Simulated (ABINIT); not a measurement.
Crystal: GaN.

```
Ga N
1.0
     3.18000    0.00000    0.00000
    -1.59000    2.75396    0.00000
     0.00000    0.00000    5.16600
Ga N
2 2
Direct
  0.66667 0.33333 0.50000
  0.33333 0.66667 0.00000
  0.66667 0.33333 0.87500
  0.33333 0.66667 0.37500
```

Base run:

| Item | Value |
| --- | --- |
| Program | ABINIT 10.8.3 (patched build) |
| Functional | PBE |
| Potentials or basis | PseudoDojo NC SR PBE v0.5 stringent |
| Cutoff | 1551 eV |
| k mesh | 10 × 10 × 5 |
| Occupations | fermi-dirac, width 0.05 eV |
| Spin | no spin polarisation |

Its results: band gap on the k mesh 2.00 eV, direct; pressure 6.9 GPa; largest force 0.137 eV/Å.

**Question.** The run is repeated on the same cell with these changes: potentials or basis from PseudoDojo NC SR PBE v0.5 stringent to JTH PAW PBE v2.0; cutoff from 1551 eV to 707 eV; valence electrons from 52 to 36. What comes out?

**Answer.** Band gap on the k mesh 1.96 eV, direct; pressure 7.8 GPa; largest force 0.138 eV/Å.

